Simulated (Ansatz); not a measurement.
# Si (P-1) in Ansatz: notebook

Runs on Si. Level: PBE. Tasks: single point.

All numbers are computed with Ansatz 0.2.0; they aren't measurements. Logs are shortened: lines on timing, memory, paths and dates and some standing lists are left out, and cuts for length are marked.

### 1 The cell of the first run

The typed cell holds 1 atom: a = 2.663 Å, b = 2.638 Å, c = 2.488 Å, α = 88.19°, β = 90.33°, γ = 123.01°.

This isn't the form of Si at room conditions, which is diamond.

### 2 Single point, PBE (strained by -2 %; cell sheared at random, sigma 0.03, atoms nudged by 0.01 Å)

File input.yaml:

```yaml
crystal:
  lattice:
    - [2.6626127233, -0.062864833, -0.00683095]
    - [-1.3848295368, 2.2453857993, 0.04189651]
    - [-0.0068472264, 0.0418839303, 2.48776073]
  atoms:
    - { symbol: Si, position: [0.0, 0.0, 0.0] }
hamiltonian:
  xc: pbe
  pseudopotentials: { kind: paw }
kpoints:
  mp_grid: { grid: [12, 12, 11] }
scf:
  occupations: { method: fermi_dirac, width: 0.05 }
output:
  forces: true
  stress: true
  eigenvalues: true
```

Potentials or basis: Ansatz PAW.

Launch:

```sh
$ ansatz run input.yaml --threads 2 --pin off --max-ram 5632MiB --backend cpu --events-out ev --progress --plain --runs-dir out
```

The program printed:

```text
Warning: RAYON_NUM_THREADS=2 ignored (pool sized by the plan → 2); use --threads N
Engine: ansatz 0.2.0, aarch64-unknown-linux-gnu
Pseudopotentials: kind: paw
Pseudopotential: Si, paw, valence charge 4, recommended cutoff 420 eV (normal), Si.paw.azcp
Functional definition: PBE
  parameter kappa = 0.804
  parameter beta = 0.06672455060314922
  exchange = pbe_x(kappa = kappa, mu = beta*pi^2/3)
  correlation = pbe_c(beta = beta)
Crystal: 1 atoms, lattice volume = 14.652 Å³
Basis set: ecut = 420 eV, 283 PW (Γ), exchange–correlation on 36×36×36 points (8 copies of the dense FFT grid, shifted against one another)
Bands: 6, of which v1, the nominal top of the filled ones, is band 2 counted from 1 (1 counted from 0)
Symmetry: 2 space group operations
Space group: P-1 (ITA 2), of the structure as read, at distance tolerance 2.4e-5 Å
k-points: 794 of 1584
Non-local potential: Si, projectors of the file, l = 0: 2, l = 1: 2, l = 2: 2
PAW form: soft (Blöchl's): semilocal exchange-correlation on the pseudo side does not see the compensation charge
PAW one-centre angular grid: Si, 110 points (default); XC on 64 Gauss nodes
Initial density: superposition of atomic densities (neutral atoms: chi_scale 0, normalization atom), corrected by the library's trained network
Initial wavefunctions: pseudopotential atomic-orbital guess
Functional: x = pbe(κ = 0.804, μ = 0.2195149727645171), c = pbe(β = 0.06672455060314922)
SCF iter   1: F=—  HF=-635.493758 eV  |F-HF|=—  |Δ(HF+E_count)|=         —  Δρ=1.81e-3  dr2=4.11e-4  ethr=1.77e-3  ⟨swp⟩=5.5  Hψ=45134  notcnv=0
preconditioner: auto → none  [metal: Δε(μ)=0.036 eV  Ē_g=13.926 eV  σ=0.050 eV  W_gap=0.18  n_scr=0 (ndim 8)  ℏωp=19.4 eV  f_vac=0.000  D(μ)=0.31/eV (n_scr^D=0)]
SCF iter   2: F=—  HF=-635.493706 eV  |F-HF|=—  |Δ(HF+E_count)|=   5.23e-5  Δρ=6.38e-4  dr2=3.68e-5  ethr=1.03e-5  ⟨swp⟩=1.4  Hψ=11531  notcnv=0
SCF iter   3: F=—  HF=-635.493699 eV  |F-HF|=—  |Δ(HF+E_count)|=   6.59e-6  Δρ=1.39e-4  dr2=1.28e-6  ethr=9.20e-7  ⟨swp⟩=1.5  Hψ=5438  notcnv=0
iter 4 did not close the SCF: its close was put off for the readings that it lacked (scf_convergence_deferred on its scf_iter line)
SCF iter   4: F=-635.493701 eV  HF=-635.493701 eV  |F-HF|=1.54e-8  |Δ(HF+E_count)|=   1.13e-6  Δρ=1.44e-5  dr2=3.13e-8  ethr=3.20e-8  ⟨swp⟩=2.0  Hψ=6251  notcnv=0
iter 5 did not close the SCF: its close was put off for the readings that it lacked (scf_convergence_deferred on its scf_iter line)
SCF iter   5: F=-635.493701 eV  HF=-635.493701 eV  |F-HF|=1.47e-9  |Δ(HF+E_count)|=   1.09e-8  Δρ=4.63e-6  dr2=3.17e-9  ethr=7.83e-10  ⟨swp⟩=1.0  Hψ=4737  notcnv=0
SCF iter   6: F=-635.493701 eV  HF=-635.493701 eV  |F-HF|=4.55e-12  |Δ(HF+E_count)|=   1.18e-9  Δρ=2.77e-7  dr2=1.15e-11  ethr=7.91e-11  ⟨swp⟩=1.7  Hψ=14131  notcnv=0
SCF 1 converged in 6 iterations: F = -635.493701 eV  dr2 = 1.15e-11
SCF converged after 6 iterations
Free energy (F): -635.493701 eV
Harris-Foulkes:  -635.493701 eV  (|F-HF|=4.55e-12)
Internal energy: -635.491081 eV  (E = F + TS)
E sigma→0 (E₀):  -635.492391 eV
Entropy (-TS):   -0.002619 eV (-2.619 meV/atom)
Fermi energy:    10.256636 eV
--- Per-component energies (eV) ---
  E_band       = 18.570167
  E_kinetic    = 41.639507
  E_local      = -0.598695  (includes V_loc(G=0)·N_el)
  E_nonlocal   = 25.530028
  E_hartree    = 1.068857
  E_xc         = -56.087661
  E_vxc        = -47.963443  (∫ρ·V_xc dr)
  E_paw        = -512.449119  (= ΣΔE_a)
  E_vpaw       = -2.174955  (= ΣTr[D̂ρ^β])
  E_aug_tail   = 0.000007  (compensation charges beyond the density's cutoff)
  E_ewald      = -134.594005
  E_smearing   = -0.002619  (= −TS)
  E_closure    = 0.000000  (closes the sum)
  Σ components = -635.493701   (vs F -635.493701, Δ=0.00e0)
--- Forces (eV/Å), atoms counted from 1 ---
  atom   1  Si     0.00000000     0.00000000     0.00000000
  max |Σ_I F_I| component: 0.00e0 eV/Å
--- Stress (GPa, compression-positive) ---
        2.944602       3.825353       0.149495
        3.825353       6.269203      -2.463806
        0.149495      -2.463806       1.671129
  P = ⅓ Tr σ = 3.6283 GPa (36.283 kbar)
--- Band table (eV; the first three rows and the last of 794) ---
  k-point 0: bands = ["-3.9017", "17.6169", "17.8629", "20.0096", "21.5920", "21.6617"]
  k-point 1: bands = ["-3.7119", "14.3904", "20.1476", "20.9708", "21.7523", "21.8939"]
  k-point 2: bands = ["-3.1454", "11.1825", "20.5903", "22.0934", "22.2353", "24.1117"]
  k-point 793: bands = ["6.5957", "6.9656", "8.6726", "11.8067", "20.2351", "23.2656"]
```

It took 3.2 s on 2 threads of Arm Neoverse V1, shared host; peak memory 0.36 GiB.

Results:

```yaml
Free_energy: -635.4937 eV
Pressure: 3.6 GPa
Band_gap_on_the_k_mesh: none (metal or under the smearing width)
```

Stress tensor (GPa, compression positive):
```
 2.94  3.83  0.15
 3.83  6.27 -2.46
 0.15 -2.46  1.67
```

Levels at points of the mesh, in eV from the Fermi level:
```csv
k point,band 1,band 2,band 3,band 4,band 5,band 6
"(0.00, 0.00, 0.00)",-14.16,7.36,7.61,9.75,11.34,11.41
"(0.00, -0.50, 0.00)",-7.11,-6.67,4.53,6.10,12.80,14.68
"(-0.50, 0.00, 0.00)",-7.31,-6.75,4.95,6.39,12.75,14.79
"(-0.50, -0.50, 0.00)",-8.15,-7.00,6.67,7.39,12.06,14.63
```

### 3 Single point, PBE (strained by -1 %; cell sheared at random, sigma 0.03, atoms nudged by 0.01 Å)

input.yaml, as its differences from that of step 2:

```diff
@@ -2,5 +2,5 @@
   lattice:
-    - [2.6626127233, -0.062864833, -0.00683095]
-    - [-1.3848295368, 2.2453857993, 0.04189651]
-    - [-0.0068472264, 0.0418839303, 2.48776073]
+    - [2.6624315117, -0.0495535815, -0.00683095]
+    - [-1.3736707334, 2.2385732396, 0.04189651]
+    - [-0.0066381282, 0.0418517852, 2.48776073]
   atoms:
```

Potentials or basis: Ansatz PAW.

Launch:

```sh
$ ansatz run input.yaml --threads 2 --pin off --max-ram 5632MiB --backend cpu --events-out ev --progress --plain --runs-dir out
```

Wall time 3.3 s (2 threads of Arm Neoverse V1, shared host); peak memory 0.36 GiB.

Results (log left out):

```yaml
Free_energy: -635.4970 eV
Pressure: 3.5 GPa
Band_gap_on_the_k_mesh: none (metal or under the smearing width)
```

Stress tensor (GPa, compression positive):
```
 3.41  3.29  0.04
 3.29  5.24 -2.54
 0.04 -2.54  1.90
```

Levels at points of the mesh, in eV from the Fermi level:
```
             k point  band 1  band 2  band 3  band 4  band 5
  (0.00, 0.00, 0.00)  -14.16    7.36    7.61    9.89   11.29
 (0.00, -0.50, 0.00)   -7.11   -6.67    4.51    6.09   12.79
 (-0.50, 0.00, 0.00)   -7.40   -6.77    5.12    6.50   12.68
(-0.50, -0.50, 0.00)   -8.06   -6.97    6.48    7.29   12.13
```

### 4 Single point, PBE (strained by +1 %; cell sheared at random, sigma 0.03, atoms nudged by 0.01 Å)

File input.yaml:

```yaml
crystal:
  lattice:
    - [2.6620690884, -0.0229310785, -0.00683095]
    - [-1.3513531266, 2.2249481203, 0.04189651]
    - [-0.0062199318, 0.0417874948, 2.48776073]
  atoms:
    - { symbol: Si, position: [0.0, 0.0, 0.0] }
hamiltonian:
  xc: pbe
  pseudopotentials: { kind: paw }
kpoints:
  mp_grid: { grid: [12, 12, 11] }
scf:
  occupations: { method: fermi_dirac, width: 0.05 }
output:
  forces: true
  stress: true
  eigenvalues: true
  write_density: true
  write_potential: true
  elf: true
  volumetric_format: npy
```

Launch:

```sh
$ ansatz run input.yaml --threads 2 --pin off --max-ram 5632MiB --backend cpu --events-out ev --progress --plain --runs-dir out
```

It took 4.3 s on 2 threads of Arm Neoverse V1, shared host; peak memory 0.36 GiB.

The run converged. Its results:

- Free energy: -635.5017 eV
- Pressure: 3.3 GPa
- Band gap on the k mesh: none (metal or under the smearing width)

Stress tensor (GPa, compression positive):
```
 4.18  1.69  0.03
 1.69  4.16 -2.48
 0.03 -2.48  1.66
```

Levels at points of the mesh, in eV from the Fermi level:
| k point | band 1 | band 2 | band 3 | band 4 | band 5 |
| --- | --- | --- | --- | --- | --- |
| (0.00, 0.00, 0.00) | -14.14 | 7.38 | 7.62 | 10.14 | 11.10 |
| (0.00, -0.50, 0.00) | -7.11 | -6.65 | 4.51 | 6.10 | 12.80 |
| (-0.50, 0.00, 0.00) | -7.56 | -6.81 | 5.48 | 6.73 | 12.56 |
| (-0.50, -0.50, 0.00) | -7.87 | -6.91 | 6.12 | 7.10 | 12.28 |

### 5 Summary

| cell | gap on the mesh (eV) | pressure (GPa) |
| --- | --- | --- |
| strained by -2 %; cell sheared at random, sigma 0.03, atoms nudged by 0.01 Å | none | 3.6 |
| strained by -1 %; cell sheared at random, sigma 0.03, atoms nudged by 0.01 Å | none | 3.5 |
| strained by +1 %; cell sheared at random, sigma 0.03, atoms nudged by 0.01 Å | none | 3.3 |

Alike in all rows: task single point; level PBE; potentials or basis Ansatz PAW; no spin polarisation; k mesh 12 × 12 × 11; cutoff (eV) 420; smearing fermi-dirac 0.05 eV.

Total energies depend on the potentials used, so only differences within one code and one set of settings carry meaning.
